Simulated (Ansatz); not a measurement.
Wires are cut from relaxed bulk ZnO (P6_3mc, 12.33 Å³/atom, gap on the mesh 0.74 eV); atoms and period are relaxed, and energies count from that bulk.

Theory: DFT PBE, scalar-relativistic, plane waves, PAW in Ansatz 0.2.0.

Cutoff 420 eV, Gaussian smearing of 0.05 eV, energies at zero smearing, symmetry of each start kept, collinear spin where a moment is listed.

```tsv
start	atoms	k mesh	excess energy (eV per host atom)	line energy (eV/Å)	period (Å)	gap on the mesh (eV)	highest filled level or Fermi level under vacuum (eV)	size of the moment (μB per cell)
[001] wire, 26 host atoms a period	26	1×1×6	0.300	1.446	5.404	1.67	6.03	0.00
[001] wire, 30 host atoms a period	30	1×1×6	0.352	1.946	5.431	1.44	6.05	0.00
```

Each run keeps its start's symmetry and one magnetic start, so lower states can exist.

Cost: 2 runs of about 57 core-minutes in all, on Intel Xeon 6975P-C (Granite Rapids) (shared hosts).